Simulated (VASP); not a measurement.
# S (I4/mmm) in VASP: reference runs

How does S come out in PBE? The cell is run as given.

All numbers are computed with VASP 6.6.1; they aren't measurements. Logs are shortened: lines on timing, memory, paths and dates and some standing lists are left out, and cuts for length are marked.

### Step 1. The crystal as given

It takes space group I4/mmm (No. 139, tetragonal). Conventional cell: a = 2.364 Å, b = 2.364 Å, c = 8.803 Å, α = 90.00°, β = 90.00°, γ = 90.00°. S (site symmetry 4/mmm) is surrounded by 4 S at 2.36 Å.

The cell was built by a generator and needn't be a form met in nature.

### Step 2. Single point, PBE

Contents of INCAR:

```
PREC = Accurate
ENCUT = 520
EDIFF = 1E-7
ISMEAR = -1
SIGMA = 0.05
LREAL = False
LASPH = True
NELM = 60
ALGO = Normal
ISIF = 2
LWAVE = False
LCHARG = True
GGA = PE
LELF = True
LVHAR = True
NBANDS = 9
```

Contents of KPOINTS:

```
regular mesh
0
Gamma
  16 16 16
```

Contents of POSCAR:

```
S
1.0
   -1.1818400000      1.1818400000      4.4015700000
    1.1818400000     -1.1818400000      4.4015700000
    1.1818400000      1.1818400000     -4.4015700000
S
1
Direct
    0.0000000000      0.0000000000      0.0000000000
```

Potentials or basis: VASP PAW PBE potentials, release 64 (S).

Started as:

```console
> cat potpaw_PBE.64/S/POTCAR > POTCAR
> mpirun -np 1 vasp_std > vasp.out
```

OUTCAR:

```text
PREC = Accurate
   ENCUT = 520
   EDIFF = 1E-7
   ISMEAR = -1
   LREAL = False
   LASPH = True
   NELM = 60
   ISIF = 2
   GGA = PE

 ion  position               nearest neighbor table
   1  0.000  0.000  0.000-

  LATTYP: Found a body centered tetragonal cell.
 ALAT       =     2.3636800000
 C/A-ratio  =     3.7243366276

  Lattice vectors:

 A1 = (  -1.1818400000,   1.1818400000,   4.4015700000)
 A2 = (   1.1818400000,  -1.1818400000,   4.4015700000)
 A3 = (   1.1818400000,   1.1818400000,  -4.4015700000)

Analysis of symmetry for initial positions (statically):
=====================================================================
 Subroutine PRICEL returns:
 Original cell was already a primitive cell.

 Routine SETGRP: Setting up the symmetry group for a
 body centered tetragonal supercell.

 Subroutine GETGRP returns: Found 16 space group operations
 (whereof 16 operations were pure point group operations)
 out of a pool of 16 trial point group operations.

The static configuration has the point symmetry D_4h.

Analysis of symmetry for dynamics (positions and initial velocities):
=====================================================================
 Subroutine PRICEL returns:
 Original cell was already a primitive cell.

 Routine SETGRP: Setting up the symmetry group for a
 body centered tetragonal supercell.

 Subroutine GETGRP returns: Found 16 space group operations
 (whereof 16 operations were pure point group operations)
 out of a pool of 16 trial point group operations.

The dynamic configuration has the point symmetry D_4h.

 Subroutine INISYM returns: Found 16 space group operations
 (whereof 16 operations are pure point group operations),
 and found     1 'primitive' translations

----------------------------------------------------------------------------------------

                                     Primitive cell

  volume of cell :      24.5915

  direct lattice vectors                    reciprocal lattice vectors
    -1.181840000  1.181840000  4.401570000     0.000000000  0.423069113  0.113595831
     1.181840000 -1.181840000  4.401570000     0.423069113  0.000000000  0.113595831
     1.181840000  1.181840000 -4.401570000     0.423069113  0.423069113  0.000000000

  length of vectors
     4.708217289  4.708217289  4.708217289     0.438054205  0.438054205  0.598310077

  position of ions in fractional coordinates (direct lattice)
     0.000000000  0.000000000  0.000000000

  ion indices of the primitive-cell ions
   primitive index   ion index
                 1           1

----------------------------------------------------------------------------------------

 KPOINTS: regular mesh

Automatic generation of k-mesh.
 Grid dimensions read from file:
 generate k-points for:   16   16   16

 Generating k-lattice:

  Cartesian coordinates                     Fractional coordinates (reciprocal lattice)
     0.000000000  0.026441820  0.007099739     0.062500000  0.000000000 -0.000000000
     0.026441820  0.000000000  0.007099739     0.000000000  0.062500000 -0.000000000
     0.026441820  0.026441820  0.000000000     0.000000000  0.000000000  0.062500000

  Length of vectors
     0.027378388  0.027378388  0.037394380

  Shift w.r.t. Gamma in fractional coordinates (k-lattice)
     0.000000000  0.000000000  0.000000000

 Subroutine IBZKPT returns following result:
 ===========================================

 Found    349 irreducible k-points:

 Following reciprocal coordinates:
            Coordinates               Weight
  0.000000  0.000000  0.000000      1.000000
  0.062500 -0.000000  0.000000      8.000000
  0.125000 -0.000000  0.000000      8.000000
  0.187500 -0.000000  0.000000      8.000000
  0.250000 -0.000000  0.000000      8.000000
  0.312500 -0.000000  0.000000      8.000000
[... 16 lines left out ...]
 -0.125000  0.062500 -0.000000     16.000000
 -0.062500  0.062500  0.000000      4.000000
 [... further k-points ...]
   k-points           NKPTS =    349   k-points in BZ     NKDIM =    349   number of bands    NBANDS=      9
   number of dos      NEDOS =    301   number of ions     NIONS =      1
   total plane-waves  NPLWV =  46656
   dimension x,y,z NGX =    36 NGY =   36 NGZ =   36
   dimension x,y,z NGXF=    72 NGYF=   72 NGZF=   72
   ions per type =               1
   NGX,Y,Z   is equivalent  to a cutoff of  12.71, 12.71, 12.71 a.u.
   NGXF,Y,Z  is equivalent  to a cutoff of  25.42, 25.42, 25.42 a.u.
 SYSTEM =  unknown system
   PREC   = accura    normal or accurate (medium, high low for compatibility)
   ISTART =      0    job   : 0-new  1-cont  2-samecut
   ICHARG =      2    charge: 1-file 2-atom 10-const
   ISPIN  =      1    spin polarized calculation?
   LNONCOLLINEAR =      F non collinear calculations
   LSORBIT =      F    spin-orbit coupling
   LASPH  =      T    aspherical Exc in radial PAW
   ENCUT  =  520.0 eV  38.22 Ry    6.18 a.u.   8.75  8.75  8.75*2*pi/ulx,y,z
   NELM   =     60;   NELMIN=  2; NELMDL= -5     # of ELM steps
   EDIFF  = 0.1E-06   stopping-criterion for ELM
   LREAL  =      F    real-space projection
   EDIFFG = 0.1E-05   stopping-criterion for IOM
   NSW    =      0    number of steps for IOM
   IBRION =     -1    ionic relax: 0-MD 1-quasi-New 2-CG
   NFREE  =      0    steps in history (QN), initial steepest desc. (CG)
   ISIF   =      2    stress and relaxation
   ISYM   =      2    0-nonsym 1-usesym 2-fastsym
   POTIM  = 0.5000    time-step for ionic-motion
   TEBEG  =    0.0;   TEEND  =   0.0 temperature during run
   PSTRESS=    0.0 pullay stress
   NELECT =       6.0000    total number of electrons
   NUPDOWN=      -1.0000    fix difference up-down
   EMIN   =  10.00;   EMAX   =-10.00  energy-range for DOS
   EFERMI =   0.00;   METHOD = LEGACY
   ISMEAR =    -1;   SIGMA  =   0.05  broadening in eV -4-tet -1-fermi 0-gaus
   EFERMI_NEDOS =   21; number of points for ismear=-14 and -15
   IALGO  =     38    algorithm
   IMIX   =      4    mixing-type and parameters
     AMIX     =   0.40;   BMIX     =  1.00
     AMIX_MAG =   1.60;   BMIX_MAG =  1.00
  volume/ion in A,a.u.               =      24.59       165.95
  Fermi-wavevector in a.u.,A,eV,Ry     =   1.022972  1.933136 14.238102  1.046471
  Thomas-Fermi vector in A             =   2.156680
   LORBIT       =      0    0 simple, 1 ext, 2 COOP (PROOUT), +10 PAW based schemes
   GGA     = PE    functional components
   LHFCALC =     F    Hartree Fock is set to
   AEXX    =    0.0000 exact exchange contribution
   IVDW    =     0    specifies the selected vdW correction
   LEPSILON=     F    determine dielectric tensor
   LRPA    =     F    only Hartree local field effects (RPA)
 non-spin polarized calculation
  energy-cutoff  :      520.00
  volume of cell :       24.59
 maximum number of plane-waves:       677
   NGX = 17   NGY = 17   NGZ = 17

 number of electron       6.0000001 magnetization

 Free energy of the ion-electron system (eV)
  ---------------------------------------------------
  ext. energy  EPLUGINS =         0.00000000
  ---------------------------------------------------
  free energy    TOTEN  =        -3.64065070 eV

  energy without entropy =       -3.63835758  energy(sigma->0) =       -3.63950414

 E-fermi :   2.6395     XC(G=0):  -8.3026

 val. band max:        2.4679810187   @ k =  -0.3750   0.3125   0.0000
 cond. band min:       2.7136984174   @ k =  -0.4375   0.4375   0.1250
 fundamental gap:      0.2457173987
 Fermi energy:         2.6394871656

 k-point     1 :       0.0000    0.0000    0.0000
  band No.  band energies     occupation
      1     -13.8885      2.00000
      2      -1.7166      2.00000
      3       6.3398      0.00000
      4       7.3828      0.00000
      5       7.3828      0.00000
      6      11.6357      0.00000
      7      16.5614      0.00000
      8      20.8171      0.00000
      9      22.2478      0.00000

 k-point     2 :       0.0625   -0.0000    0.0000
  band No.  band energies     occupation
      1     -13.7973      2.00000
      2      -1.6434      2.00000
      3       6.3017      0.00000
      4       6.5185      0.00000
      5       7.4456      0.00000
      6      12.4201      0.00000
      7      16.9572      0.00000
      8      19.8038      0.00000
      9      22.2779      0.00000

 k-point     3 :       0.1250   -0.0000    0.0000
  band No.  band energies     occupation
      1     -13.5252      2.00000
      2      -1.4257      2.00000
      3       4.3718      0.00000
      4       6.8576      0.00000
      5       7.6304      0.00000
      6      13.5860      0.00000
      7      17.6967      0.00000
      8      18.2422      0.00000
      9      22.1985      0.00000

 k-point     4 :       0.1875   -0.0000    0.0000
  band No.  band energies     occupation
      1     -13.0771      2.00000
      2      -1.0691      2.00000
      3       2.2572      1.99904
      4       7.4799      0.00000
      5       7.9261      0.00000
      6      14.4599      0.00000
      7      15.5552      0.00000
      8      19.8278      0.00000
      9      22.3601      0.00000

 k-point     5 :       0.2500   -0.0000    0.0000
  band No.  band energies     occupation
      1     -12.4639      2.00000
      2      -0.5878      2.00000
      3       0.2015      2.00000
      4       8.3108      0.00000
      5       8.3255      0.00000
      6      13.4734      0.00000
      7      15.1798      0.00000
      8      20.7908      0.00000
      9      23.2948      0.00000

 k-point     6 :       0.3125   -0.0000    0.0000
  band No.  band energies     occupation
      1     -11.7081      2.00000
      2      -1.7091      2.00000
      3      -0.0107      2.00000
      4       8.7459      0.00000
      5       9.2967      0.00000
      6      11.7364      0.00000
      7      15.7935      0.00000
      8      20.6522      0.00000
      9      21.8460      0.00000
[... 169 lines left out ...]
 k-point    21 :      -0.2500    0.0625   -0.0000
  band No.  band energies     occupation
      1     -12.3760      2.00000
      2      -0.4647      2.00000
      3       0.2709      2.00000
      4       7.4324      0.00000
      5       8.3131      0.00000
      6      13.5174      0.00000
      7      16.1127      0.00000
      8      21.0136      0.00000
      9      21.8207      0.00000

 k-point    22 :      -0.1875    0.0625    0.0000
  band No.  band energies     occupation
      1     -12.9885      2.00000
      2      -0.9537      2.00000
      3       2.3127      1.99711
      4       7.0113      0.00000
      5       7.5170      0.00000
      6      15.4120      0.00000
      7      15.6216      0.00000
      8      20.0221      0.00000
      9      21.0758      0.00000

 k-point    23 :      -0.1250    0.0625   -0.0000
  band No.  band energies     occupation
      1     -13.4357      2.00000
      2      -1.3222      2.00000
      3       4.3902      0.00000
      4       6.6722      0.00000
      5       6.9828      0.00000
      6      14.4940      0.00000
      7      17.7804      0.00000
      8      18.3879      0.00000
      9      20.7740      0.00000

 k-point    24 :      -0.0625    0.0625    0.0000
  band No.  band energies     occupation
      1     -13.7069      2.00000
      2      -1.5546      2.00000
      3       6.1164      0.00000
      4       6.4793      0.00000
      5       6.8466      0.00000
      6      13.2201      0.00000
      7      17.2965      0.00000
      8      19.4838      0.00000
      9      21.0829      0.00000

 [... further k-points ...]

------------------------ aborting loop because EDIFF is reached ----------------------------------------

  FORCE on cell =-STRESS in cart. coord.  units (eV):
  Direction    XX          YY          ZZ          XY          YZ          ZX
  --------------------------------------------------------------------------------------
  -------------------------------------------------------------------------------------
  Total       -0.0984568     -0.0984568      0.0024116      0.0000000     -0.0000000      0.0000000
  in kB       -6.4146260     -6.4146260      0.1571182      0.0000000     -0.0000000      0.0000000
  external PRESSURE =      -4.2240446 kB  Pullay stress =       0.0000000 kB

 VOLUME and BASIS-vectors are now :
 -----------------------------------------------------------------------------
  energy-cutoff  :      520.00
  volume of cell :       24.59
      direct lattice vectors                 reciprocal lattice vectors
    -1.181840000  1.181840000  4.401570000     0.000000000  0.423069113  0.113595831
     1.181840000 -1.181840000  4.401570000     0.423069113  0.000000000  0.113595831
     1.181840000  1.181840000 -4.401570000     0.423069113  0.423069113  0.000000000

 POSITION                                       TOTAL-FORCE (eV/Angst)
 -----------------------------------------------------------------------------------
      0.00000      0.00000      0.00000         0.000000      0.000000     -0.000000
 -----------------------------------------------------------------------------------
    total drift:                               -0.000000     -0.000000      0.000000

  FREE ENERGIE OF THE ION-ELECTRON SYSTEM (eV)
  ---------------------------------------------------
  free  energy   TOTEN  =        -3.6406506958 eV

  energy  without entropy=       -3.6383575784  energy(sigma->0) =       -3.63950414
```

It took 50 s on 1 thread of Intel Xeon 6975P-C (Granite Rapids), shared host; peak memory 0.23 GiB.

What came out:

```
Free energy            : -3.6407 eV
Pressure               : -0.4 GPa
Band gap on the k mesh : none (metal or under the smearing width)
```

Stress tensor (GPa, compression positive):
```
-0.64  0.00  0.00
 0.00 -0.64  0.00
 0.00  0.00  0.02
```

Levels at points of the mesh, in eV from the Fermi level:
```csv
k point,band 1,band 2,band 3,band 4,band 5,band 6,band 7
"(0.00, 0.00, 0.00)",-16.53,-4.36,3.70,4.74,4.74,9.00,13.92
"(0.50, 0.00, 0.00)",-12.34,-7.87,-1.33,5.65,6.97,11.09,12.12
"(0.50, 0.50, 0.00)",-7.73,-4.90,-4.87,1.59,3.77,9.49,10.36
"(0.50, 0.50, 0.50)",-16.48,-5.07,4.73,4.73,8.31,8.97,9.31
```
